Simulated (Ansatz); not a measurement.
**PtSe2 (Sudovikovite) under changes of volume**

One of the cells (20.265 Å³/atom); the others are scaled copies at fixed shape and fractional positions:

```xyz
3
Lattice="3.7240 0.0000 0.0000 -1.8620 3.2251 0.0000 0.0000 0.0000 5.0620" Properties=species:S:1:pos:R:3 pbc="T T T"
Pt    0.0000    0.0000    0.0000
Se    1.8620    1.0750    3.7965
Se    0.0000    2.1501    1.2655
```

* Program: Ansatz 0.2.0
* Functional: r2SCAN
* Dispersion: rVV10
* Potentials or basis: Ansatz PAW
* Cutoff: 500 eV (not typed: the program's choice for these potentials)
* k mesh: 8 × 8 × 5
* Occupations: fermi-dirac, width 0.05 eV
* Spin: no spin polarisation

```tsv
volume (Å³/atom)	energy over the lowest point (meV/atom)	pressure (GPa)	largest force (eV/Å)
19.049	68.54	13.8	1.272
19.455	38.63	9.9	0.958
19.860	17.88	6.5	0.670
20.265	5.29	3.5	0.406
20.671	0.00	0.8	0.164
21.076	1.22	-1.7	0.058
21.481	?	?	?
```

Task: What does the run at 21.481 Å³/atom give?

Result: Energy over the lowest point 8.23 meV/atom; pressure -3.8 GPa; largest force 0.261 eV/Å.

Worked out: A Birch-Murnaghan fit of order 3 (a polynomial in V^(-2/3)) to the other rows has its minimum at 20.79 Å³/atom with B0 = V·E''(V) = 128 GPa and B' = 4.7 at fixed shape and positions, which overstates the stiffness. It gives 8.30 meV/atom at 21.481 Å³/atom, against the run's 8.23, and -dE/dV = -3.9 GPa, against -3.8.

Energies are extrapolated to zero smearing.

Caveats: the PAW data sets come from PBE, with cores solved anew for the run's functional, which leaves a small shift of forces and pressure; forces of over 1 eV/Å show positions far from the minimum, so gaps and moduli don't describe the material at rest (some runs).
